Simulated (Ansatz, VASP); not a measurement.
# One calculation of TaH4 (Ta(H)4), two programs

```
Ta H
1.0
    11.96000    0.00000    0.00000
     0.00000   11.96000    0.00000
     0.00000    0.00000   10.94000
Ta H
1 4
Direct
  0.50006 0.50006 0.49979
  0.62386 0.50006 0.58825
  0.50006 0.62386 0.41133
  0.37625 0.50006 0.58825
  0.50006 0.37625 0.41133
```

Alike in both runs: task single point; functional PBE; k mesh 1 × 1 × 1; occupations gaussian, width 0.01 eV; collinear spin.

```csv
,VASP,Ansatz
version,VASP 6.6.1,Ansatz 0.2.0
potentials or method,"VASP PAW PBE potentials, release 64 (Ta_pv, H)","scalar-relativistic, plane waves, PAW"
plane-wave cutoff (eV),520,420
valence electrons in the cell,15,17
```

```tsv
	VASP	Ansatz	Ansatz less VASP
gap on the k mesh at the Fermi level (eV)	0.14	0.23	+0.092
rms of the force components (eV/Å)	0.116	0.037	-0.0794
net moment per atom (μB)	0.20	0.20	0.000
size of the moment on the site where the two differ most (μB)	0.74	0.26	-0.480
```

Site moments also hang on the region over which each program counts them. Atom by atom the forces differ by 0.094 eV/Å (rms over components). The two sets of potentials don't hold the same shells in valence. Ansatz warned: «reached_outside_group».

Caveats: spin-orbit coupling is left out, which moves the levels of the heavy elements.
